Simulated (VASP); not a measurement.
Write the native input for VASP 6.6.1 that does the following.

```
Task                   : single point
Functional             : PBE
Potentials or basis    : VASP PAW PBE potentials, release 64 (Ga_d, P)
Cutoff                 : 520 eV
k mesh                 : 14 × 14 × 14
Occupations            : gaussian, width 0.1 eV
Spin                   : no spin polarisation
Dipole correction      : no
Further INCAR settings : ALGO = Normal; EDIFF = 1e-07; NBANDS = 16
```

The structure of GaP lies in POSCAR:

```
GaP
1.0
    0.0000000000      2.7553718512      2.7553718512
    2.7553718512      0.0000000000      2.7553718512
    2.7553718512      2.7553718512      0.0000000000
Ga P
1 1
Direct
    0.0000000000      0.0000000000      0.0000000000
    0.5000000000      0.5000000000      0.5000000000
```

Measurements of this composition are mostly on another form, of space group No. 216.

The cell isn't the ideal one: In replaced by Ga, lengths x 0.952, strained and moved within the space group.

These files were run (other wordings do the same):

INCAR

```
  PREC = Accurate
  ENCUT = 520
  EDIFF = 1E-7
  ISMEAR = 0
  SIGMA = 0.1
  LREAL = F
  LASPH = T
  NELM = 80
  ALGO = Normal
  ISIF = 2
  LWAVE = F
  LCHARG = T
  GGA = PE
  LELF = T
  LVHAR = T
  NBANDS = 16
```

KPOINTS

```
Automatic mesh
0
Gamma
  14 14 14
```

Potentials or basis: VASP PAW PBE potentials, release 64 (Ga_d, P).

Run with:

```bash
$ cat potpaw_PBE.64/Ga_d/POTCAR potpaw_PBE.64/P/POTCAR > POTCAR
$ mpirun -np 1 vasp_std > vasp.out
```

It gave:

| Item | Value |
| --- | --- |
| Pressure | -10.7 GPa |
| Band gap on the k mesh | none (metal or under the smearing width) |

Wall time 36 s on 1 thread of Intel(R) Xeon(R) 6975P-C (Granite Rapids) (shared host), peak memory 0.21 GiB.
